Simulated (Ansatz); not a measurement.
Runs of Ansatz 0.2.0 on PbO2. Symmetry: Fm-3m, No. 225, cubic system. The conventional cell has a = 5.404 Å, b = 5.404 Å, c = 5.404 Å, α = 90.00°, β = 90.00°, γ = 90.00°. Pb (site symmetry m-3m) is surrounded by 8 O at 2.34 Å. Around O (site symmetry -43m) lie 4 Pb at 2.34 Å. The cell comes from a database or a generator and needn't be the stable form of this composition.

| task | level | spin | k mesh | cutoff (eV) | share of exact exchange | points for each segment of the path | mesh quality | gap on the mesh (eV) | pressure (GPa) |
| --- | --- | --- | --- | --- | --- | --- | --- | --- | --- |
| single point | r2SCAN0 form with a typed share of exact exchange | off | 5 × 5 × 5 | 500 | 0.5 | - | coarse | none | -23.6 |
| single point | r2SCAN0 | off | 5 × 5 × 5 | 500 | 0.25 | - | coarse | none | -15.6 |
| single point | r2SCAN0 form with a typed share of exact exchange | off | 5 × 5 × 5 | 500 | 0.1 | - | coarse | none | -10.5 |
| band structure | PBEsol | off | 9 × 9 × 9 | 420 | - | 14 | not flagged | none | (c) |
| single point | r2SCAN0 form with a typed share of exact exchange | off | 5 × 5 × 5 | 500 | 0.15 | - | coarse | none | (a) |
| single point | r2SCAN0 form with a typed share of exact exchange | off | 5 × 5 × 5 | 500 | 0.35 | - | coarse | none | (b) |
| single point | r2SCAN0 form with a typed share of exact exchange | off | 5 × 5 × 5 | 500 | 0 | - | coarse | none | -7.0 |
| band structure | PBEsol | SOC, no magnetisation | 9 × 9 × 9 | 420 | - | 14 | not flagged | none | -6.1 |

Alike in all rows: potentials or basis Ansatz PAW; cell as given; smearing fermi-dirac 0.05 eV.

Estimate the missing entries.

(a) -12.2; (b) -18.8; (c) -5.7.

Caveats: some runs use coarse meshes; the PAW data sets come from PBE, with cores solved anew for the run's functional, which leaves a small shift of forces and pressure; the thresholds are loose for stress (some runs); spin-orbit coupling is left out, which moves the levels of the heavy elements (some runs).

A k mesh can miss the band edges, and rows without SOC leave out spin-orbit coupling on Pb.

A gap of «none» marks a metal or a gap under the smearing width.
